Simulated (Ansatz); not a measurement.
Se: energy less free atoms and pressure against volume scale

Results calculated with Ansatz 0.2.0, not measured. Periodic Kohn-Sham DFT of a crystal at fixed atoms, scaled to volume_scale times the given cell; pressure positive in compression, energy less spherical unpolarised free atoms, largest_vzz the field gradient of largest size among the nuclei.

The cell before it is scaled or strained (space group P6_3/mmc, No. 194):
```
Se
1.0
      3.6838     0.0000     0.0000
     -1.8419     3.1903     0.0000
      0.0000     0.0000     3.8128
Se
2
Direct
  0.33333 0.66667 0.25000
  0.66667 0.33333 0.75000
```

Settings of every row: method all-electron LAPW; functional PBE; relativity scalar; k mesh 19x19x10; filling fermi-dirac; smearing width 0.03 eV; basis error target 0.5 meV/atom; nucleus gaussian.

Atom start moment: 0 on all atoms.

Limits: the cell comes from a prototype or a list of computed structures and needn't be the stable phase.

| row | volume scale | V (Å³/atom) | energy less free atoms (eV/atom) | pressure (GPa) |
| --- | --- | --- | --- | --- |
| 1 | 0.9405 | 21.072 | -3.1137 | 4.662 |
| 2 | 0.97 | 21.733 | -3.1276 | 2.157 |
| 3 | 1 | 22.405 | ? | ? |
| 4 | 1.03 | 23.077 | -3.128 | -1.83 |
| 5 | 1.06 | 23.749 | -3.117 | -3.385 |

Question: what energy less free atoms and pressure should row 3 give?

Worked fit of energy less free atoms. Take u = (V_r/V)^(2/3) − 1 with V_r = 22.405 Å³ an atom, which is twice the finite (Eulerian) strain; such expansions in the strain, on which the Birch-Murnaghan equation of state is built, carry the rest volume and the bulk modulus. The shown rows have u = 0.04174, 0.02051, -0.01951, -0.03809. Least squares give energy less free atoms = −3.13198 + 0.0026 × u + 10.412 × u² eV/atom; a straight line predicts inner rows, each left out in turn, worse (root mean square 0.0096 against 0.00015 eV/atom). The rows lie off it by 0.0000, -0.0001, 0.0001, 0.0000. Its lowest point lies at u = -0.0001, or V = 22.41 Å³ an atom, and the curvature there gives the bulk modulus at fixed shape and fractions, B = (4/9)(1 + u)² E″(u)/V = 66.2 GPa. Letting shape and atoms relax would as a rule lower it, by much in layered, chain or molecular crystals. The withheld row has u = 0, so the fit gives −3.13198 + 0.0026 × (0) + 10.412 × (0)² = -3.1320 eV/atom.

The calculation gave -3.132 eV/atom. The fit meets it to the printed digit.

Worked fit of pressure. Take u = (V_r/V)^(2/3) − 1 with V_r = 22.405 Å³ an atom, which is twice the finite (Eulerian) strain; such expansions in the strain, on which the Birch-Murnaghan equation of state is built, carry the rest volume and the bulk modulus. The shown rows have u = 0.04174, 0.02051, -0.01951, -0.03809. Least squares give pressure = −0.0017 + 99.67 × u + 287.26 × u² GPa; a straight line predicts inner rows, each left out in turn, worse (root mean square 0.26 against 0.017 GPa). The rows lie off it by 0.003, -0.006, 0.007, -0.004 (root mean square 0.0052 GPa). The pressure vanishes at u = 0.0000, or V = 22.4 Å³ an atom, and there the bulk modulus at fixed shape and fractions is B = −V dP/dV = (2/3)(1 + u) dP/du = 66.5 GPa. Letting shape and atoms relax would as a rule lower it, by much in layered, chain or molecular crystals. The withheld row has u = 0, so the fit gives −0.0017 + 99.67 × (0) + 287.26 × (0)² = -0.002 GPa.

The calculation gave -0.001 GPa. The fit lies 0.001 GPa (100 % of the value, 0.012 % of the column's range) below it, one unit of the last digit.
